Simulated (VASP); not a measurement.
# CdSe in VASP: a series of runs

The runs below take CdSe through single point, with PBEsol.

Everything below comes from runs of VASP 6.6.1. Logs are shortened: lines on timing, memory, paths and dates and some standing lists are left out, and cuts for length are marked.

## Step 1: The structure

The cell holds a slab with vacuum, 8 atoms: a = 4.298 Å, b = 4.298 Å, c = 23.400 Å, α = 90.00°, β = 90.00°, γ = 120.00°.

## Step 2: Single point, PBEsol

File INCAR:

```
PREC     = Accurate       # precision mode
ENCUT    = 650            # plane-wave cutoff, eV
EDIFF    = 1E-7           # SCF threshold, eV
ISMEAR   = 0              # smearing method
SIGMA    = 0.05           # smearing width, eV
LREAL    = F              # projectors in reciprocal space
LASPH    = T              # aspherical terms in the spheres
NELM     = 120            # most SCF steps
ALGO     = Normal         # electronic algorithm
ISIF     = 2              # what is computed and relaxed
LWAVE    = F              # write WAVECAR
LCHARG   = F              # write CHGCAR
LDIPOL   = T            
IDIPOL   = 3            
DIPOL    = 0.5 0.5 0.500
GGA      = PS             # functional
NBANDS   = 52             # bands
LVHAR    = T            
LVACPOTAV= T
```

File KPOINTS:

```
regular mesh
0
Gamma
  3 3 1
```

File POSCAR:

```
CdSe
1.0
    4.2984999142      0.0000000000      0.0000000000
   -2.1492499571      3.7226101239      0.0000000000
    0.0000000000      0.0000000000     23.3997000000
Se Cd
4 4
Direct
    0.6666666667      0.3333333334      0.2564135438
    0.3333333333      0.6666666666      0.4063129014
    0.6666666667      0.3333333334      0.5562122591
    0.3333333333      0.6666666666      0.7061116168
    0.3333333333      0.6666666666      0.2938883832
    0.6666666667      0.3333333334      0.4437877409
    0.3333333333      0.6666666666      0.5936870986
    0.6666666667      0.3333333334      0.7435864562
```

Potentials or basis: VASP PAW PBE potentials, release 64 (Se, Cd).

Started as:

```
> cat potpaw_PBE.64/Se/POTCAR potpaw_PBE.64/Cd/POTCAR > POTCAR
> mpirun -np 1 vasp_std > vasp.out
```

OUTCAR:

```text
PREC = Accurate
   ENCUT = 650
   EDIFF = 1E-7
   ISMEAR = 0
   LREAL = F
   LASPH = T
   NELM = 120
   ISIF = 2
   GGA = PS

 Found      3 irreducible k-points:

 Following reciprocal coordinates:
            Coordinates               Weight
  0.000000  0.000000  0.000000      1.000000
  0.333333 -0.000000  0.000000      6.000000
  0.333333  0.333333  0.000000      2.000000
   k-points           NKPTS =      3   k-points in BZ     NKDIM =      3   number of bands    NBANDS=     52
   number of dos      NEDOS =    301   number of ions     NIONS =      8
   total plane-waves  NPLWV = 254016
   dimension x,y,z NGX =    36 NGY =   36 NGZ =  196
   dimension x,y,z NGXF=    72 NGYF=   72 NGZF=  392
   ions per type =               4   4
   NGX,Y,Z   is equivalent  to a cutoff of  13.92, 13.92, 13.93 a.u.
   NGXF,Y,Z  is equivalent  to a cutoff of  27.85, 27.85, 27.85 a.u.
 SYSTEM =  unknown system
   PREC   = accura    normal or accurate (medium, high low for compatibility)
   ISTART =      0    job   : 0-new  1-cont  2-samecut
   ICHARG =      2    charge: 1-file 2-atom 10-const
   ISPIN  =      1    spin polarized calculation?
   LNONCOLLINEAR =      F non collinear calculations
   LSORBIT =      F    spin-orbit coupling
   LASPH  =      T    aspherical Exc in radial PAW
   ENCUT  =  650.0 eV  47.77 Ry    6.91 a.u.   8.94  8.94 48.64*2*pi/ulx,y,z
   NELM   =    120;   NELMIN=  2; NELMDL= -5     # of ELM steps
   EDIFF  = 0.1E-06   stopping-criterion for ELM
   LREAL  =      F    real-space projection
   EDIFFG = 0.1E-05   stopping-criterion for IOM
   NSW    =      0    number of steps for IOM
   IBRION =     -1    ionic relax: 0-MD 1-quasi-New 2-CG
   NFREE  =      0    steps in history (QN), initial steepest desc. (CG)
   ISIF   =      2    stress and relaxation
   ISYM   =      2    0-nonsym 1-usesym 2-fastsym
   POTIM  = 0.5000    time-step for ionic-motion
   TEBEG  =    0.0;   TEEND  =   0.0 temperature during run
   PSTRESS=    0.0 pullay stress
   NELECT =      72.0000    total number of electrons
   NUPDOWN=      -1.0000    fix difference up-down
   EMIN   =  10.00;   EMAX   =-10.00  energy-range for DOS
   EFERMI =   0.00;   METHOD = LEGACY
   ISMEAR =     0;   SIGMA  =   0.05  broadening in eV -4-tet -1-fermi 0-gaus
   EFERMI_NEDOS =   21; number of points for ismear=-14 and -15
   IALGO  =     38    algorithm
   IMIX   =      4    mixing-type and parameters
     AMIX     =   0.40;   BMIX     =  1.00
     AMIX_MAG =   1.60;   BMIX_MAG =  1.00
  volume/ion in A,a.u.               =      46.80       315.85
  Fermi-wavevector in a.u.,A,eV,Ry     =   0.944918  1.785636 12.148232  0.892870
  Thomas-Fermi vector in A             =   2.072769
   LORBIT       =      0    0 simple, 1 ext, 2 COOP (PROOUT), +10 PAW based schemes
   GGA     = PS    functional components
   LHFCALC =     F    Hartree Fock is set to
   AEXX    =    0.0000 exact exchange contribution
   IVDW    =     0    specifies the selected vdW correction
   LEPSILON=     F    determine dielectric tensor
   LRPA    =     F    only Hartree local field effects (RPA)
 non-spin polarized calculation
 Gauss-broadening in eV      SIGMA  =   0.05
  energy-cutoff  :      650.00
  volume of cell :      374.43
 maximum number of plane-waves:     14133
 NGX is ok and might be reduce to    36
   NGX = 17   NGY = 17   NGZ = 97

 dipolmoment           0.000000      0.000000      0.045158 electrons x Angstroem

 number of electron      71.9999988 magnetization

 dipolmoment           0.000000      0.000000     -0.316963 electrons x Angstroem

 Free energy of the ion-electron system (eV)
  ---------------------------------------------------
  ext. energy  EPLUGINS =         0.00000000
  ---------------------------------------------------
  free energy    TOTEN  =       -22.60676918 eV

  energy without entropy =      -22.59413418  energy(sigma->0) =      -22.60045168

 E-fermi :  -0.8354     XC(G=0):  -5.9754

 val. band max:       -1.0696682906   @ k =   0.0000   0.0000   0.0000
 cond. band min:      -0.8063250362   @ k =   0.0000   0.0000   0.0000
 fundamental gap:      0.2633432544
 Fermi energy:        -0.8354268425

 k-point     1 :       0.0000    0.0000    0.0000
  band No.  band energies     occupation
      1     -15.1025      2.00000
      2     -14.2273      2.00000
      3     -13.5185      2.00000
      4     -12.7299      2.00000
      5     -10.6133      2.00000
      6     -10.6133      2.00000
[... 40 lines left out ...]
     47       4.3060      0.00000
     48       4.7219      0.00000

 k-point     2 :       0.3333   -0.0000    0.0000
  band No.  band energies     occupation
      1     -14.9083      2.00000
      2     -14.0372      2.00000
      3     -13.3310      2.00000
      4     -12.5479      2.00000
      5     -10.5240      2.00000
      6     -10.4784      2.00000
[... 40 lines left out ...]
     47       4.4779      0.00000
     48       5.0242      0.00000

 k-point     3 :       0.3333    0.3333    0.0000
  band No.  band energies     occupation
      1     -14.8123      2.00000
      2     -13.9433      2.00000
      3     -13.2383      2.00000
      4     -12.4591      2.00000
      5     -10.5147      2.00000
      6     -10.3738      2.00000
[... 40 lines left out ...]
     47       5.0399      0.00000
     48       5.3121      0.00000
 [bands above 48 left out]

------------------------ aborting loop because EDIFF is reached ----------------------------------------

  FORCE on cell =-STRESS in cart. coord.  units (eV):
  Direction    XX          YY          ZZ          XY          YZ          ZX
  --------------------------------------------------------------------------------------
  -------------------------------------------------------------------------------------
  Total        0.2103603      0.2103603      1.9060156     -0.0000000      0.0000000     -0.0000000
  in kB        0.9001181      0.9001181      8.1557194     -0.0000000      0.0000000     -0.0000000
  external PRESSURE =       3.3186519 kB  Pullay stress =       0.0000000 kB

 VOLUME and BASIS-vectors are now :
 -----------------------------------------------------------------------------
  energy-cutoff  :      650.00
  volume of cell :      374.43
      direct lattice vectors                 reciprocal lattice vectors
     4.298499914  0.000000000  0.000000000     0.232639297  0.134314361  0.000000000
    -2.149249957  3.722610124  0.000000000     0.000000000  0.268628722  0.000000000
     0.000000000  0.000000000 23.399700000     0.000000000  0.000000000  0.042735591

 POSITION                                       TOTAL-FORCE (eV/Angst)
 -----------------------------------------------------------------------------------
      2.14925      1.24087      6.00000         0.000000      0.000000     -0.060386
     -0.00000      2.48174      9.50760         0.000000      0.000000      0.442627
      2.14925      1.24087     13.01520         0.000000      0.000000      0.402074
     -0.00000      2.48174     16.52280        -0.000000     -0.000000      0.931108
     -0.00000      2.48174      6.87690         0.000000      0.000000     -0.257653
      2.14925      1.24087     10.38450        -0.000000      0.000000     -0.400370
     -0.00000      2.48174     13.89210         0.000000      0.000000     -0.531585
      2.14925      1.24087     17.39970        -0.000000     -0.000000     -0.525816
 -----------------------------------------------------------------------------------
    total drift:                                0.000000      0.000000     -0.000862

  FREE ENERGIE OF THE ION-ELECTRON SYSTEM (eV)
  ---------------------------------------------------
  free  energy   TOTEN  =       -22.6067691807 eV

  energy  without entropy=      -22.5941341778  energy(sigma->0) =      -22.60045168

 vacuum level on the upper side and lower side of the slab         1.875         5.467
```

stdout:

```text
POSCAR found type information on POSCAR SeCd
 POSCAR found :  2 types and       8 ions
 scaLAPACK will be used
 -----------------------------------------------------------------------------
[... 23 lines left out ...]
|     Did not find any points to average over, which means that no vacuum     |
|     field-free region was found. Please increase the size of  your cell     |
|     in the dimension of the dipole correction to obtain accurate            |
|     workfunction values.                                                    |
|                                                                             |
 -----------------------------------------------------------------------------
```

Wall time 3.4 min (1 thread of AMD EPYC 9R45 (Zen 5), shared host); peak memory 0.53 GiB.

The run converged, but some of its settings lie outside the range that counts as converged, so its numbers aren't taken as properties of the slab.

Results:

| Item | Value |
| --- | --- |
| Free energy | -22.6068 eV |
| Largest force | 0.931 eV/Å |
| Band gap on the k mesh | none (metal or under the smearing width) |
| Work function of the upper face | 2.71 eV |
| Work function of the lower face | 6.30 eV |

Caveat: the k mesh is coarse (spacing up to 0.56 Å⁻¹), so the values aren't converged; the PAW data sets were made with another functional, which shifts forces and pressure a little; the cell's inner coordinates are idealised or old, which leaves forces on the atoms.

## Step 3: Single point, PBEsol

This run uses another cell than the first one, of 34.80 Å³/atom, 0.744 times its volume.

INCAR, as its differences from that of step 2:

```diff
@@ -1,3 +1,3 @@
 PREC     = Accurate       # precision mode
-ENCUT    = 650            # plane-wave cutoff, eV
+ENCUT    = 460            # plane-wave cutoff, eV
 EDIFF    = 1E-7           # SCF threshold, eV
@@ -12,5 +12,2 @@
 LCHARG   = F              # write CHGCAR
-LDIPOL   = T            
-IDIPOL   = 3            
-DIPOL    = 0.5 0.5 0.500
 GGA      = PS             # functional
@@ -18,2 +15,3 @@
 LVHAR    = T            
-LVACPOTAV= T
+LVACPOTAV= T            
+IDIPOL   = 3
```

File KPOINTS:

```
regular mesh
0
Gamma
  6 6 1
```

File POSCAR:

```
CdSe
1.0
    4.2984999142      0.0000000000      0.0000000000
   -2.1492499571      3.7226101239      0.0000000000
    0.0000000000      0.0000000000     17.3997000000
Se Cd
4 4
Direct
    0.6666666667      0.3333333334      0.1724167658
    0.3333333333      0.6666666666      0.3740064484
    0.6666666667      0.3333333334      0.5755961310
    0.3333333333      0.6666666666      0.7771858135
    0.3333333333      0.6666666666      0.2228141865
    0.6666666667      0.3333333334      0.4244038690
    0.3333333333      0.6666666666      0.6259935516
    0.6666666667      0.3333333334      0.8275832342
```

Potentials or basis: VASP PAW PBE potentials, release 64 (Se, Cd).

Started as:

```
> cat potpaw_PBE.64/Se/POTCAR potpaw_PBE.64/Cd/POTCAR > POTCAR
> mpirun -np 1 vasp_std > vasp.out
```

Run time: 1.9 min. Hardware: 1 thread of AMD EPYC 9R45 (Zen 5), shared host; peak memory 0.32 GiB.

These settings aren't checked as converged: the numbers below hold their error.

Results:

```yaml
Free_energy: -22.1860 eV
Largest_force: 0.959 eV/Å
Band_gap_on_the_k_mesh: none (metal or under the smearing width)
```

Caveat: the PAW data sets were made with another functional, which shifts forces and pressure a little; the cell's inner coordinates are idealised or old, which leaves forces on the atoms.

## Step 4: Single point, PBEsol

This run uses another cell than the first one, of 38.80 Å³/atom, 0.829 times its volume.

INCAR, as its differences from that of step 3:

```diff
@@ -12,2 +12,5 @@
 LCHARG   = F              # write CHGCAR
+LDIPOL   = T            
+IDIPOL   = 3            
+DIPOL    = 0.5 0.5 0.500
 GGA      = PS             # functional
@@ -15,3 +18,2 @@
 LVHAR    = T            
-LVACPOTAV= T            
-IDIPOL   = 3
+LVACPOTAV= T
```

KPOINTS is that of step 3.

File POSCAR:

```
CdSe
1.0
    4.2984999142      0.0000000000      0.0000000000
   -2.1492499571      3.7226101239      0.0000000000
    0.0000000000      0.0000000000     19.3997000000
Se Cd
4 4
Direct
    0.6666666667      0.3333333334      0.2061887555
    0.3333333333      0.6666666666      0.3869956752
    0.6666666667      0.3333333334      0.5678025949
    0.3333333333      0.6666666666      0.7486095146
    0.3333333333      0.6666666666      0.2513904854
    0.6666666667      0.3333333334      0.4321974051
    0.3333333333      0.6666666666      0.6130043248
    0.6666666667      0.3333333334      0.7938112445
```

Started as:

```
> cat potpaw_PBE.64/Se/POTCAR potpaw_PBE.64/Cd/POTCAR > POTCAR
> mpirun -np 1 vasp_std > vasp.out
```

Wall time 4.3 min (1 thread of AMD EPYC 9R45 (Zen 5), shared host); peak memory 0.38 GiB.

These settings aren't checked as converged: the numbers below hold their error.

What came out:

```
Free energy            : -22.9012 eV
Largest force          : 0.900 eV/Å
Band gap on the k mesh : none (metal or under the smearing width)
```

Caveat: the PAW data sets were made with another functional, which shifts forces and pressure a little; the cell's inner coordinates are idealised or old, which leaves forces on the atoms.

## Step 5: Single point, PBEsol

This run uses another cell than the first one, of 42.80 Å³/atom, 0.915 times its volume.

INCAR, as its differences from that of step 4:

```diff
@@ -12,5 +12,2 @@
 LCHARG   = F              # write CHGCAR
-LDIPOL   = T            
-IDIPOL   = 3            
-DIPOL    = 0.5 0.5 0.500
 GGA      = PS             # functional
@@ -18,2 +15,3 @@
 LVHAR    = T            
-LVACPOTAV= T
+LVACPOTAV= T            
+IDIPOL   = 3
```

KPOINTS is that of step 4.

File POSCAR:

```
CdSe
1.0
    4.2984999142      0.0000000000      0.0000000000
   -2.1492499571      3.7226101239      0.0000000000
    0.0000000000      0.0000000000     21.3997000000
Se Cd
4 4
Direct
    0.6666666667      0.3333333334      0.2336481353
    0.3333333333      0.6666666666      0.3975569751
    0.6666666667      0.3333333334      0.5614658149
    0.3333333333      0.6666666666      0.7253746548
    0.3333333333      0.6666666666      0.2746253452
    0.6666666667      0.3333333334      0.4385341851
    0.3333333333      0.6666666666      0.6024430249
    0.6666666667      0.3333333334      0.7663518647
```

Started as:

```
> cat potpaw_PBE.64/Se/POTCAR potpaw_PBE.64/Cd/POTCAR > POTCAR
> mpirun -np 1 vasp_std > vasp.out
```

It took 2 min on 1 thread of AMD EPYC 9R45 (Zen 5), shared host; peak memory 0.33 GiB.

The run converged, but some of its settings lie outside the range that counts as converged, so its numbers aren't taken as properties of the slab.

What came out:

```
Free energy            : -22.7404 eV
Largest force          : 0.939 eV/Å
Band gap on the k mesh : none (metal or under the smearing width)
```

Caveat: the PAW data sets were made with another functional, which shifts forces and pressure a little; the cell's inner coordinates are idealised or old, which leaves forces on the atoms.
